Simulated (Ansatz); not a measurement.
# Ga2O3: the cost of one run

Computed with Ansatz 0.2.0 (DFT PBE, scalar-relativistic, plane waves, PAW, unless a step's input says otherwise).

1 further run of the same task is left out (it didn't finish).

## 1. The starting structure

The structure is trigonal, space group R-3c (No. 167). The conventional cell has a = 5.057 Å, b = 5.057 Å, c = 13.625 Å, α = 90.00°, β = 90.00°, γ = 120.00°. Around Ga (site symmetry 3) lie 6 O at 1.95 to 2.10 Å. O (site symmetry 2) has 4 Ga at 1.95 to 2.10 Å as nearest neighbours.

Structure file:

```cif
data_structure
_symmetry_space_group_name_H-M 'P 1'
_symmetry_Int_Tables_number 1
_cell_length_a 5.3993
_cell_length_b 5.3993
_cell_length_c 5.3993
_cell_angle_alpha 55.852
_cell_angle_beta 55.852
_cell_angle_gamma 55.852
_cell_volume 100.60
loop_
_atom_site_label
_atom_site_type_symbol
_atom_site_fract_x
_atom_site_fract_y
_atom_site_fract_z
_atom_site_occupancy
Ga1 Ga 0.35577 0.35577 0.35577 1
Ga2 Ga 0.14423 0.14423 0.14423 1
Ga3 Ga 0.64423 0.64423 0.64423 1
Ga4 Ga 0.85577 0.85577 0.85577 1
O1 O 0.55316 0.94684 0.25000 1
O2 O 0.25000 0.55316 0.94684 1
O3 O 0.94684 0.25000 0.55316 1
O4 O 0.44684 0.05316 0.75000 1
O5 O 0.75000 0.44684 0.05316 1
O6 O 0.05316 0.75000 0.44684 1
```

It is the end of an earlier relaxation with the same method, from a generated guess; it is a trial structure. At a tolerance of 0.02 Å it has space group R-3c (No. 167); it has 10.06 Å³/atom, an uncorrected energy of -1.79 eV/atom over the elements.

## 2. Static run: bands, density of states and charges

The input, input.yaml:

```yaml
crystal:
  lattice:
    - [2.5286557284, 1.4599200655, 4.541694102]
    - [-2.5286557284, 1.4599200655, 4.541694102]
    - [0.0, -2.919840131, 4.541694102]
  atoms:
    - { symbol: Ga, position: [0.3557656956, 0.3557656956, 0.3557656956] }
    - { symbol: Ga, position: [0.1442343044, 0.1442343044, 0.1442343044] }
    - { symbol: Ga, position: [0.6442343044, 0.6442343044, 0.6442343044] }
    - { symbol: Ga, position: [0.8557656956, 0.8557656956, 0.8557656956] }
    - { symbol: O, position: [0.5531629561, 0.9468370439, 0.25] }
    - { symbol: O, position: [0.25, 0.5531629561, 0.9468370439] }
    - { symbol: O, position: [0.9468370439, 0.25, 0.5531629561] }
    - { symbol: O, position: [0.4468370439, 0.0531629561, 0.75] }
    - { symbol: O, position: [0.75, 0.4468370439, 0.0531629561] }
    - { symbol: O, position: [0.0531629561, 0.75, 0.4468370439] }
basis:
  ecutwfc: 420
kpoints:
  mp_grid: { grid: [6, 6, 6] }
  band_path:
    path:
      - [[0.0, 0.0, 0.0], [0.5, 0.5, 0.5], [0.76444731, 0.23555269, 0.5]]
      - [[0.5, -0.23555269, 0.23555269], [0.5, 0.0, 0.0], [0.0, 0.0, 0.0], [0.36777635, -0.36777635, 0.0]]
      - [[0.63222365, 0.0, 0.36777635], [0.5, 0.0, 0.5], [0.0, 0.0, 0.0]]
    npoints: 14
hamiltonian:
  xc: pbe
scf:
  occupations: { method: gaussian, width: 0.02 }
  n_extra_bands: 25
output:
  forces: true
  stress: true
  eigenvalues: true
  populations: true
  dos: { projected: true, de: 0.02, nscf_kmesh: { grid: [9, 9, 9] } }
  bader: true
  write_density: true
  write_potential: true
  elf: true
  volumetric_format: npy
```

Launch:

```console
$ ansatz run input.yaml --threads 1 --pin off --max-ram 2560MiB --backend cpu --events-out ev --progress --plain --runs-dir out
```

Q: Estimate wall time and peak memory on 1 thread of Intel Xeon Platinum 8259CL at 2.50GHz (Skylake/Cascade Lake), shared host.

About 3.1 min, with a peak of 0.69 GiB.
